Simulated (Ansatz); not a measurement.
What moves the pressure of BaS?

```yaml
crystal:
  lattice:
    - [0.00000, 3.19375, 3.19375]
    - [3.19375, 0.00000, 3.19375]
    - [3.19375, 3.19375, 0.00000]
  atoms:
    - { symbol: Ba, position: [0.00000, 0.00000, 0.00000] }
    - { symbol: S, position: [0.50000, 0.50000, 0.50000] }
```

Atom numbers follow the list: Ba1, S2.

The cell is COD entry 9008600, as deposited and not checked against the literature; nothing was relaxed.

Method: DFT, PBE, all-electron LAPW, scalar-relativistic (Ansatz 0.2.0).

The runs use a Γ-centred 8×8×8 k mesh, Fermi–Dirac smearing of 0.02 eV, basis error target 0.25 meV/atom, no spin polarisation.

Spin–orbit coupling is off unless a change turns it on.

In this reference run the pressure is 0.8 GPa (positive in compression). Each change below is made alone, on the same k mesh, with fractional coordinates held unless an atom is moved; x, y and z are the Cartesian axes.

Task: Order the changes by the shift of the pressure, most negative first.
A. volume scaled by 0.99
B. volume scaled by 1.01
C. equal xy, yz and zx engineering shear strains of -1 %
D. functional lda
E. volume scaled by 0.975
F. volume scaled by 1.02

Result: D (-3.3 GPa), F (-0.9 GPa), B (-0.4 GPa), C (0.0 GPa), A (+0.5 GPa), E (+1.2 GPa).
